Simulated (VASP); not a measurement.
ZnO:

```xyz
4
Lattice="3.2493 0.0000 0.0000 -1.6247 2.8140 0.0000 0.0000 0.0000 5.2057" Properties=species:S:1:pos:R:3 pbc="T T T"
Zn    0.0000    1.8760    2.6029
Zn    1.6247    0.9380    0.0000
O     1.6247    0.9380    1.9730
O     0.0000    1.8760    4.5759
```

* Program: VASP 6.6.1
* Task: relaxation of cell and atoms
* Functional: LDA
* Potentials or basis: VASP PAW LDA potentials, release 64 (Zn, O)
* Cutoff: 600 eV
* k mesh: 9 × 9 × 5
* Occupations: gaussian, width 0.03 eV
* Spin: no spin polarisation

At the start: pressure -6.3 GPa; volume 11.90 Å³/atom.

Question: How do energy, volume and symmetry change on relaxing?

Answer: Over 11 steps the energy falls by 10.4 meV/atom and the volume is 11.40 Å³/atom (-4.2 %); space group P6_3mc (No. 186, to 0.05 Å).

Step by step:
| step | energy change (eV) | largest force (eV/Å) | pressure (GPa) | volume (Å³) |
| --- | --- | --- | --- | --- |
| 1 | 0.0000 | 0.0554 | -6.25 | 47.60 |
| 2 | -0.0262 | 0.0408 | 4.43 | 44.47 |
| 3 | -0.0413 | 0.0024 | 0.05 | 45.61 |
| 4 | -0.0413 | 0.0043 | -0.06 | 45.65 |
| 5 | -0.0414 | 0.0188 | -0.27 | 45.66 |
| 6 | -0.0414 | 0.0185 | -0.15 | 45.66 |
| 7 | -0.0415 | 0.0183 | 0.08 | 45.59 |
| 8 | -0.0415 | 0.0185 | 0.09 | 45.58 |
| 9 | -0.0416 | 0.0020 | 0.14 | 45.58 |
| 10 | -0.0416 | 0.0030 | 0.05 | 45.59 |
| 11 | -0.0416 | 0.0038 | 0.01 | 45.62 |

Final structure:
```yaml
crystal:
  lattice:
    - [3.19394, 0.00000, 0.00000]
    - [-1.59697, 2.76603, 0.00000]
    - [0.00000, 0.00000, 5.16364]
  atoms:
    - { symbol: Zn, position: [0.33333, 0.66667, 0.50035] }
    - { symbol: Zn, position: [0.66667, 0.33333, 0.00035] }
    - { symbol: O, position: [0.66667, 0.33333, 0.37866] }
    - { symbol: O, position: [0.33333, 0.66667, 0.87866] }
```
